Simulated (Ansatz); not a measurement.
# In (bcc type): how the settings move a relaxation

Question: which choices in the input matter for In (bcc type)?

Method: reference: DFT, PBE, PAW with Ansatz's default frozen-core files, scalar-relativistic, in Ansatz 0.2.0.

## Step 1: The system as given

The structure is cubic, space group Im-3m (No. 229). Conventional cell: a = 3.804 Å, b = 3.804 Å, c = 3.804 Å, α = 90.00°, β = 90.00°, γ = 90.00°. In (site symmetry m-3m) has 8 In at 3.29 Å as nearest neighbours.

As a file:

```
In
1.0
    -1.90182    1.90182    1.90182
     1.90182   -1.90182    1.90182
     1.90182    1.90182   -1.90182
In
1
Cartesian
  0.0000 0.0000 0.0000
```

## Step 2: The reference run

Contents of input.yaml:

```yaml
crystal:
  lattice:
    - [-1.9018218905, 1.9018218905, 1.9018218905]
    - [1.9018218905, -1.9018218905, 1.9018218905]
    - [1.9018218905, 1.9018218905, -1.9018218905]
  atoms:
    - { symbol: In, position: [0.0, 0.0, 0.0] }
kpoints:
  mp_grid: { grid: [16, 16, 16] }
scf:
  occupations: { method: fermi_dirac, width: 0.1 }
hamiltonian:
  xc: pbe
  pseudopotentials: { kind: paw }
output:
  forces: true
  stress: true
  write_density: true
  write_potential: true
  elf: true
  volumetric_format: npy
relax:
  f_tol: 0.005
  max_steps: 40
  cell: {}
```

Command:

```sh
$ ansatz run input.yaml --threads 1 --pin off --max-ram 2048MiB --backend cpu --events-out ev --progress --plain --runs-dir out
```

## Step 3: Changed: dr2_threshold 1.0e-08, mixing.algorithm msr1, mixing.beta 0.5

Changes to input.yaml since step 2:

```diff
@@ -11,2 +11,4 @@
   occupations: { method: fermi_dirac, width: 0.1 }
+  convergence: { dr2_threshold: 1.0e-08 }
+  mixing: { algorithm: msr1, beta: 0.5 }
 hamiltonian:
@@ -17,6 +19,2 @@
   stress: true
-  write_density: true
-  write_potential: true
-  elf: true
-  volumetric_format: npy
 relax:
```

**Question.** What will these runs give? Wanted: for each run, ending; energy change; pressure; gap; force.

As calculated:

```
                                                             run     ending  energy change  pressure (GPa)  gap (eV)  force (eV/Å)  cycles   time
                                                       reference  converged              0             0.0      0.00          0.00      20    5 s
1: dr2_threshold 1.0e-08, mixing.algorithm msr1, mixing.beta 0.5  converged   0.0 meV/atom             0.0      0.00          0.00      18  4.2 s
```

Times don't compare one to one where runs were asked for different outputs or read a saved state (see the inputs); cycles may leave out searches for a lower state.

What this shows: Same state: the changed convergence setting and mixing leaves the energy within 0.5 meV/atom.
